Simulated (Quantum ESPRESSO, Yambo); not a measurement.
An input for Yambo 5.3.0 (KF (Carobbiite)):

```
optics
bss
bse
em1s
dipoles
rim_cut
RandQpts= 1000000
RandGvec= 1 RL
Chimod= "HARTREE"
BSKmod= "SEX"
BSEmod= "resonant"
BSSmod= "d"
BSENGexx= 1 RL
BSENGBlk= 4 Ry
% BSEQptR
 1 | 1 |
%
% BSEBands
 6 | 9 |
%
% BEnRange
 0 | 12 | eV
%
% BDmRange
 0.1 | 0.1 | eV
%
BEnSteps= 121
% BLongDir
 1 | 0 | 0 |
%
% BndsRnXs
 2 | 16 |
%
NGsBlkXs= 4 Ry
% LongDrXs
 1 | 1 | 1 |
%
% KfnQP_E
 3.34 | 1.0 | 1.0 |
%
WRbsWF
FFTGvecs= 32 Ry
```

```sh
OMP_NUM_THREADS=1 mpirun -n 4 yambo -F bse16.in -J bse16,bse15_W -C bse16 > bse16.log
```

The stored states that it reads are on a 12×12×12 mesh. It takes space group Fm-3m (No. 225, cubic). Conventional cell: a = 5.344 Å, b = 5.344 Å, c = 5.344 Å, α = 90.00°, β = 90.00°, γ = 90.00°. Nearest to K lie 6 F at 2.67 Å. Nearest to F lie 6 K at 2.67 Å. Farther neighbours and most contacts between anions are not listed.

**Question.** Estimate wall time and host memory on 4 MPI ranks of Arm Neoverse V1, shared host.

It took 7.6 min; on shared hardware allow 3.8 min to 15 min. Peak host memory was 3.0 GiB.

The kernel grows as the square of the matrix size, and full diagonalisation as its cube.

[Paths, hosts, dates, memory and timing lines, banners, echoed tables and standing remarks are left out of the program output.]

[Logs are printed without paths, hosts, clocks, repeated set-up lines and the standing remarks that a program may print on its own settings, such as how far it seeks lower states.]

[Runs of the session that timed out or met a known fault of the program may be left out.]

[Hosts, paths, dates, database ids (printed as entryN), source tags and the programs' standing remarks are cut or masked in the printed files.]
